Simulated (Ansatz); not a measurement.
**As: what the sphere radii change**

How much do the results for As depend on the sphere radii?

Method: DFT, PBE, all-electron LAPW, scalar-relativistic, in Ansatz 0.2.0.

### 1 The structure to begin with

Symmetry: R-3m, No. 166, trigonal system. The conventional cell has a = 3.759 Å, b = 3.759 Å, c = 10.457 Å, α = 90.00°, β = 90.00°, γ = 120.00°. Around As (site symmetry 3m) lie 3 As at 2.52 Å.

As a file:

```cif
data_structure
_symmetry_space_group_name_H-M 'R-3m:H'
_symmetry_Int_Tables_number 166
_cell_length_a 3.7595
_cell_length_b 3.7595
_cell_length_c 10.4573
_cell_angle_alpha 90.000
_cell_angle_beta 90.000
_cell_angle_gamma 120.000
_cell_volume 128.00
loop_
_atom_site_label
_atom_site_type_symbol
_atom_site_symmetry_multiplicity
_atom_site_Wyckoff_symbol
_atom_site_fract_x
_atom_site_fract_y
_atom_site_fract_z
_atom_site_occupancy
As1 As 6 c 0.33333 0.66667 0.89421 1
```

The file gives the conventional cell by its symmetry; the runs use the cell typed in the input.

The geometry is a database entry used as it stands. It may stem from high pressure or temperature, or be incomplete, so it serves as a test cell.

Atoms are numbered in the order of the input: As1, As2.

### 2 With all sphere radii typed as 0.755 Å

Input file input.yaml:

```yaml
crystal:
  lattice:
    - [1.8797494575, 1.0852738553, 3.48577]
    - [-1.8797494575, 1.0852738553, 3.48577]
    - [0.0, -2.1705477106, 3.48577]
  atoms:
    - { symbol: As, position: [0.22754, 0.22754, 0.22754] }
    - { symbol: As, position: [0.77246, 0.77246, 0.77246] }
kpoints:
  mp_grid: { grid: [11, 11, 11] }
scf:
  occupations: { method: fermi_dirac, width: 0.03 }
hamiltonian:
  xc: pbe
  pseudopotentials:
    kind: all_electron
    lapw: { basis_error: 0.00025, muffin_tin_radii: { As: 0.755 } }
output:
  forces: true
  stress: true
  eigenvalues: true
```

The log of the run, shortened:

```text
LAPW: plane waves up to 17.212 Å⁻¹, error target 2.5e-4 eV per atom; small_component_spin mean_spin; As in spheres of 0.755 Å, 31 of its electrons in bands, Dirac shells []
[...]
Pseudopotentials: kind: all_electron
Pseudopotential: As, LAPW, valence charge 31, Koelling and Harmon's equation, gaussian nucleus
Functional definition: PBE
[...]
Crystal: 2 atoms, lattice volume = 42.667 Å³
Basis set: ecut = 1128.6688403318021 eV, 3709 PW (Γ), exchange–correlation at level 2
Bands: 38, of which v1, the nominal top of the filled ones, is band 31 counted from 1 (30 counted from 0)
Symmetry: 12 space group operations
Space group: R-3m (ITA 166), of the structure as read, at distance tolerance 3.5e-5 Å
k-points: 146 of 1331
[...]
SCF iter   1: F=—  HF=-123047.842171 eV  |F-HF|=—  |Δ(HF+E_count)|=         —  Δρ=2.33e-2  dr2=1.55e-1  ethr=2.50e-4  ⟨swp⟩=2.1  Hψ=33721  notcnv=0
[...]
the basis was enlarged: its passes take 102.3 KiB over the memory plan, 1 of 1 planned eigensolver slots
[...]
SCF iter   6: F=-123047.834416 eV  HF=-123047.834416 eV  |F-HF|=2.70e-8  |Δ(HF+E_count)|=   1.12e-7  Δρ=1.49e-5  dr2=4.38e-8  ethr=8.00e-10  ⟨swp⟩=3.0  Hψ=15716  notcnv=0
[...]
SCF converged after 6 iterations
Free energy (F): -123047.834416 eV
[...]
E sigma→0 (E₀):  -123047.834265 eV
Entropy (-TS):   -0.000303 eV (-0.152 meV/atom)
Fermi energy:    11.637347 eV
[...]
--- Forces (eV/Å), atoms counted from 1 ---
  atom   1  As     0.00000000    -0.00000000     0.21839091
  atom   2  As    -0.00000000     0.00000000    -0.21839091
[...]
--- Stress (GPa, compression-positive) ---
        3.933571       0.000000       0.000000
        0.000000       3.933571       0.000000
        0.000000       0.000000       2.842581
  P = ⅓ Tr σ = 3.5699 GPa (35.699 kbar)
--- Band table (eV; the first three rows and the last of 146) ---
[...]
```

Wall time 2.8 min (1 thread, shared host).

Result: pressure 3.57 GPa; no gap; largest force 0.218 eV/Å.

### 3 With all sphere radii typed as 0.906 Å

input.yaml, as its differences from that of step 2:

```diff
@@ -16,3 +16,3 @@
     kind: all_electron
-    lapw: { basis_error: 0.00025, muffin_tin_radii: { As: 0.755 } }
+    lapw: { basis_error: 0.00025, muffin_tin_radii: { As: 0.906 } }
 output:
```

The log of the run, shortened:

```text
LAPW: plane waves up to 14.006 Å⁻¹, error target 2.5e-4 eV per atom; small_component_spin mean_spin; As in spheres of 0.906 Å, 23 of its electrons in bands, Dirac shells []
[...]
[... 1 set-up line as earlier in the session ...]
Pseudopotential: As, LAPW, valence charge 23, Koelling and Harmon's equation, gaussian nucleus
[... 1 set-up line as earlier in the session ...]
[...]
Crystal: 2 atoms, lattice volume = 42.667 Å³
Basis set: ecut = 747.3868026934499 eV, 1977 PW (Γ), FFT grids on a1−a3, a2−a3, a3, exchange–correlation at level 2
Bands: 28, of which v1, the nominal top of the filled ones, is band 23 counted from 1 (22 counted from 0)
[... 2 set-up lines as earlier in the session ...]
k-points: 146 of 1331
[...]
SCF iter   1: F=—  HF=-123047.842100 eV  |F-HF|=—  |Δ(HF+E_count)|=         —  Δρ=2.29e-2  dr2=1.49e-1  ethr=3.24e-4  ⟨swp⟩=2.2  Hψ=25436  notcnv=0
[...]
the basis was enlarged: its passes take 174.2 KiB over the memory plan, 1 of 1 planned eigensolver slots
[...]
SCF iter   7: F=-123047.834432 eV  HF=-123047.834432 eV  |F-HF|=3.90e-8  |Δ(HF+E_count)|=   1.05e-7  Δρ=8.23e-6  dr2=1.89e-8  ethr=2.73e-10  ⟨swp⟩=3.0  Hψ=11426  notcnv=0
[...]
SCF converged after 7 iterations
Free energy (F): -123047.834432 eV
[...]
E sigma→0 (E₀):  -123047.834280 eV
Entropy (-TS):   -0.000303 eV (-0.152 meV/atom)
Fermi energy:    11.637382 eV
[...]
--- Forces (eV/Å), atoms counted from 1 ---
  atom   1  As     0.00000000    -0.00000000     0.21843091
  atom   2  As    -0.00000000     0.00000000    -0.21843091
[...]
--- Stress (GPa, compression-positive) ---
        3.933709      -0.000000       0.000000
       -0.000000       3.933709       0.000000
        0.000000       0.000000       2.842578
  P = ⅓ Tr σ = 3.5700 GPa (35.700 kbar)
--- Band table (eV; the first three rows and the last of 146) ---
[...]
```

Run time: 68 s. Hardware: 1 thread, shared host.

In short: pressure 3.57 GPa; no gap; largest force 0.218 eV/Å.

### 4 With all sphere radii typed as 1.057 Å

input.yaml, as its differences from that of step 3:

```diff
@@ -16,3 +16,3 @@
     kind: all_electron
-    lapw: { basis_error: 0.00025, muffin_tin_radii: { As: 0.906 } }
+    lapw: { basis_error: 0.00025, muffin_tin_radii: { As: 1.057 } }
 output:
```

The log of the run, shortened:

```text
LAPW: plane waves up to 11.675 Å⁻¹, error target 2.5e-4 eV per atom; small_component_spin mean_spin; As in spheres of 1.057 Å, 23 of its electrons in bands, Dirac shells []
[...]
[... 3 set-up lines as earlier in the session ...]
[...]
Crystal: 2 atoms, lattice volume = 42.667 Å³
Basis set: ecut = 519.2859001066652 eV, 1135 PW (Γ), FFT grids on a1−a3, a2−a3, a3, exchange–correlation at level 2
Bands: 28, of which v1, the nominal top of the filled ones, is band 23 counted from 1 (22 counted from 0)
[... 2 set-up lines as earlier in the session ...]
k-points: 146 of 1331
[...]
SCF iter   1: F=—  HF=-123047.842150 eV  |F-HF|=—  |Δ(HF+E_count)|=         —  Δρ=2.18e-2  dr2=1.38e-1  ethr=2.95e-4  ⟨swp⟩=3.0  Hψ=25591  notcnv=0
[...]
the basis was enlarged: its passes take 356.3 KiB over the memory plan, 1 of 1 planned eigensolver slots
[...]
SCF iter   7: F=-123047.834446 eV  HF=-123047.834446 eV  |F-HF|=1.38e-8  |Δ(HF+E_count)|=   1.71e-8  Δρ=4.73e-6  dr2=1.14e-8  ethr=1.24e-10  ⟨swp⟩=3.0  Hψ=11735  notcnv=0
[...]
SCF converged after 7 iterations
Free energy (F): -123047.834446 eV
[...]
E sigma→0 (E₀):  -123047.834295 eV
Entropy (-TS):   -0.000303 eV (-0.152 meV/atom)
Fermi energy:    11.637421 eV
[...]
--- Forces (eV/Å), atoms counted from 1 ---
  atom   1  As     0.00000000    -0.00000000     0.21846574
  atom   2  As    -0.00000000     0.00000000    -0.21846574
[...]
--- Stress (GPa, compression-positive) ---
        3.933813       0.000000       0.000000
        0.000000       3.933813       0.000000
        0.000000       0.000000       2.842700
  P = ⅓ Tr σ = 3.5701 GPa (35.701 kbar)
--- Band table (eV; the first three rows and the last of 146) ---
[...]
```

Run time: 46 s. Hardware: 1 thread, shared host.

Result: pressure 3.57 GPa; no gap; largest force 0.218 eV/Å.

### 5 All runs together

```
                sphere radius (Å)  energy from the first row (meV/atom)  pressure (GPa)  largest force (eV/Å)  SCF cycles, all passes     time
all sphere radii typed as 0.755 Å                                  0.00            3.57                 0.218                       6  2.8 min
all sphere radii typed as 0.906 Å                                 -0.01            3.57                 0.218                       7     68 s
all sphere radii typed as 1.057 Å                                 -0.02            3.57                 0.218                       7     46 s
```

Energies are those extrapolated to zero smearing.

### 6 Results

| quantity | value |
| --- | --- |
| largest change of energy from «all sphere radii typed as 0.755 Å» (zero smearing) | 0.0 meV/atom (all sphere radii typed as 1.057 Å) |
| pressure, in all runs (LAPW) | 3.57 GPa |

**Reading.** Across the runs the energy spans 0.0 meV/atom. A complete basis would give the same answer for any radius, so the spread shows part of the basis error. The pressure spans under 0.01 GPa (LAPW).
